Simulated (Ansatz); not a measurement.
SiO2:

```
Si O
1.0
     4.97559    0.00000    0.00000
     0.00000    4.97559    0.00000
     0.00000    0.00000    6.90089
Si O
4 8
Cartesian
  3.9966 3.9966 3.4504
  3.4668 1.5088 1.7252
  1.5088 3.4668 5.1757
  0.9790 0.9790 0.0000
  3.7902 0.5492 2.9815
  4.4263 1.1854 0.4690
  0.5492 3.7902 3.9194
  1.3024 1.9386 5.6446
  1.1854 4.4263 6.4319
  3.6732 3.0370 2.1942
  1.9386 1.3024 1.2562
  3.0370 3.6732 4.7067
```

The cell comes from a database or a generator and needn't be the stable form of this composition.

| Item | Value |
| --- | --- |
| Program | Ansatz 0.2.0 |
| Task | relaxation of cell and atoms |
| Functional | BLYP |
| Dispersion | D3(BJ) |
| Potentials or basis | Ansatz PAW |
| Cutoff | 420 eV (not typed: the program's choice for these potentials) |
| k mesh | 6 × 6 × 4 |
| Occupations | fermi-dirac, width 0.05 eV |
| Spin | no spin polarisation |

At the start: volume 14.24 Å³/atom.

How do energy, volume and symmetry change on relaxing?

It ends after 11 steps and the volume is 13.33 Å³/atom (-6.4 %); space group P4_32_12 (No. 96, to 0.05 Å).

The path:
```
step  energy change (eV)  largest force (eV/Å)  volume (Å³)
   1              0.0000                0.2890       170.84
   2             -0.0226                0.2189       171.25
   3             -0.0538                0.1006       170.56
   4             -0.0734                0.1278       168.71
   5             -0.1179                0.0075       163.11
   6             -0.1208                0.0046       162.50
   7             -0.0933                0.0049       162.50
   8             -0.1043                0.0024       160.49
   9             -0.0966                0.0023       160.49
  10             -0.0991                0.0005       159.95
  11             -0.0964                0.0005       159.95
```

Final structure:
```
CELL_PARAMETERS angstrom
4.89011 0.00000 0.00000
0.00000 4.89011 0.00000
0.00000 0.00000 6.68895
ATOMIC_POSITIONS crystal
Si 0.81663 0.81663 0.50000
Si 0.68337 0.31663 0.25000
Si 0.31663 0.68337 0.75000
Si 0.18337 0.18337 0.00000
O 0.76782 0.13662 0.44522
O 0.86338 0.23218 0.05478
O 0.13662 0.76782 0.55478
O 0.26782 0.36338 0.80478
O 0.23218 0.86338 0.94522
O 0.73218 0.63662 0.30478
O 0.36338 0.26782 0.19522
O 0.63662 0.73218 0.69522
```

Caveat: the plane-wave basis is chosen anew once the cell has moved, so the energies of steps on either side of that aren't comparable; the pressure holds a Pulay correction of +0.7 GPa for the finite cutoff; the PAW data sets come from PBE, with cores solved anew for the run's functional, which leaves a small shift of forces and pressure.
